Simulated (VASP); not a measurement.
SiC in VASP 6.6.1, single-point calculation

INCAR

```
AMIX = 3
IMIX = 1
EDIFF = 1E-7
LASPH = .TRUE.
LREAL = .FALSE.
ISIF = 2
ISMEAR = -1
SIGMA = 0.02
NSW = 0
LWAVE = .FALSE.
NELM = 52
LCHARG = .FALSE.
GGA = PS
BMIX = 0.0001
IBRION = -1
NBANDS = 11
ENCUT = 520
PREC = Accurate
```

KPOINTS

```
KPOINTS created by Atomic Simulation Environment
0
Gamma
10 10 10
0 0 0
```

POSCAR

```
Si C
 1.0000000000000000
     2.6201228653549338    0.0000000000000000   -0.0000000000000000
     0.0000000000000000    2.6201228653549338    0.0000000000000000
    -0.0000000000000000    0.0000000000000000    2.6201228653549338
 Si  C
   1   1
Cartesian
  0.0000000000000000 -0.0000000000000000 -0.0000000000000000
  1.3100614326774669  1.3100614326774669  1.3100614326774669
```

The recommended PBE PAW datasets give the neutral cell 8 valence electrons.

Command

```
mpirun -np 1 vasp_std
```

OSZICAR

```
N       E                     dE             d eps       ncg     rms          rms(c)
DAV:   1     0.390775905048E+01    0.39078E+01   -0.39025E+03  1312   0.620E+02
DAV:   2    -0.119189880998E+02   -0.15827E+02   -0.15020E+02  1641   0.103E+02
DAV:   3    -0.123755574578E+02   -0.45657E+00   -0.44940E+00  1493   0.131E+01
DAV:   4    -0.123766116681E+02   -0.10542E-02   -0.10541E-02  1383   0.766E-01
DAV:   5    -0.123766137397E+02   -0.20716E-05   -0.20711E-05  1477   0.326E-02    0.518E+00
DAV:   6    -0.331344744121E+02   -0.20758E+02   -0.14983E+02  1354   0.477E+01    0.222E+01
DAV:   7    -0.648562123507E+03   -0.61543E+03   -0.31349E+03  1710   0.249E+02    0.118E+02
DAV:   8    -0.741960138107E+04   -0.67710E+04   -0.33733E+04  1728   0.118E+03    0.345E+02
DAV:   9    -0.411702632607E+05   -0.33751E+05   -0.92670E+04  2464   0.938E+02    0.132E+03
```

Standard output (part)

```
POSCAR found type information on POSCAR SiC
 POSCAR found :  2 types and       2 ions
 LDA part: xc-table for (Slater+PW92), standard interpolation
 POSCAR, INCAR and KPOINTS ok, starting setup
 WAVECAR not read
 entering main loop
|     EEEEEEE  RRRRRR   RRRRRR   OOOOOOO  RRRRRR      ###     ###     ###     |
|     E        R     R  R     R  O     O  R     R     ###     ###     ###     |
|     E        R     R  R     R  O     O  R     R     ###     ###     ###     |
|     EEEEE    RRRRRR   RRRRRR   O     O  RRRRRR       #       #       #      |
|     E        R    R   R    R   O     O  R    R      ###     ###     ###     |
|     EEEEEEE  R     R  R     R  OOOOOOO  R     R     ###     ###     ###     |
|     ERROR FEXCP: supplied Exchange-correletion table                        |
|      is too small, maximal index : 5510                                     |
|       ---->  I REFUSE TO CONTINUE WITH THIS SICK JOB ... BYE!!! <----       |
```

VASP stopped with an error.

The fault: mixing far too strong.

The run took about 2.7 s on one core of a shared host (Intel Xeon 6975P-C) and held 0.12 GiB at most.
